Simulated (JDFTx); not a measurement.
The system is Ta.

```
CELL_PARAMETERS angstrom
-1.65128 1.65128 1.65128
1.65128 -1.65128 1.65128
1.65128 1.65128 -1.65128
ATOMIC_POSITIONS crystal
Ta 0.00000 0.00000 0.00000
```

```yaml
Program: JDFTx 1.7.0 (patched build)
Task: relaxation of cell and atoms
Functional: PBE
Potentials_or_basis: SG15-PBE-1.2 with smoothed tails
Cutoff: 1088 eV
Density_cutoff: 4354 eV
k_mesh: 9 × 9 × 9
Occupations: fermi-dirac, width 0.05 eV
Spin: no spin polarisation
```

At the start: pressure 3.7 GPa; volume 18.01 Å³/atom.

Task: How do energy, volume and symmetry change on relaxing?

Result: Over 5 steps the energy falls by 4.2 meV/atom and the volume is 18.38 Å³/atom (+2.0 %); space group Im-3m (No. 229, to 0.05 Å).

The path:
```
step  energy change (eV)  largest force (eV/Å)  pressure (GPa)  volume (Å³)
   1              0.0000                0.0000            3.71        18.01
   2             -0.0020                0.0000            2.65        18.11
   3             -0.0042                0.0000            0.13        18.36
   4             -0.0042                0.0000            0.02        18.38
   5             -0.0042                0.0000            0.00        18.38
```

Final structure:
```yaml
crystal:
  lattice:
    - [-1.66246, 1.66246, 1.66246]
    - [1.66246, -1.66246, 1.66246]
    - [1.66246, 1.66246, -1.66246]
  atoms:
    - { symbol: Ta, position: [0.00000, 0.00000, 0.00000] }
```
